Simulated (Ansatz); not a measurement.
**SiNi (Pnma), random displacements**

Level of theory: Ansatz 0.2.0, DFT PBE, scalar-relativistic, plane waves, PAW. Settings: plane waves to 420 eV, k-mesh 8×12×8 (Γ-centred), Gaussian smearing 0.15 eV. No spin polarisation. A magnetic state may lie lower. Energies are free energies at this smearing, counted from the undisturbed cell; pressure is positive in compression.

Reference structure (relaxed at this level):

```
Si Ni
1.0
     5.15409    0.00000    0.00000
     0.00000    3.37549    0.00000
     0.00000    0.00000    5.61971
Si Ni
4 4
Direct
  0.32125 0.75000 0.08408
  0.17875 0.25000 0.58408
  0.82125 0.75000 0.41592
  0.67875 0.25000 0.91592
  0.00822 0.25000 0.18849
  0.49178 0.75000 0.68849
  0.50822 0.25000 0.31151
  0.99178 0.75000 0.81151
```

The atoms are displaced (Å, in the unstrained cell):

```csv
atom,ux,uy,uz
Si1,0.388,-0.124,0.179
Si2,-0.004,0.144,-0.065
Si3,-0.081,-0.216,0.112
Si4,0.006,-0.122,0.361
Ni5,-0.115,0.340,0.034
Ni6,-0.430,0.013,0.106
Ni7,0.278,0.204,-0.273
Ni8,-0.043,-0.239,-0.454
```

Strain (Voigt, engineering shear): (-0.0047, 0.0007, -0.0143, -0.0020, -0.0301, -0.0591).

Question: What are the energy change, the stress and the forces?

Answer: ΔE = 1394.0 meV/atom; stress (xx, yy, zz, yz, xz, xy; compression positive) (53.46, 45.66, 71.97, 17.05, 8.73, -5.35) GPa.
| atom | Fx (eV/Å) | Fy | Fz |
| --- | --- | --- | --- |
| Si1 | -6.37 | 5.33 | -3.47 |
| Si2 | 1.65 | -6.11 | -2.71 |
| Si3 | -1.71 | 5.33 | -2.20 |
| Si4 | 2.63 | -2.27 | -15.11 |
| Ni5 | 6.74 | -1.17 | -0.63 |
| Ni6 | 5.60 | 2.01 | 0.21 |
| Ni7 | -6.49 | -6.76 | 13.96 |
| Ni8 | -2.04 | 3.64 | 9.94 |

Cost: 1 run of about 4.2 core-minutes, on Arm Neoverse V2 (shared hosts).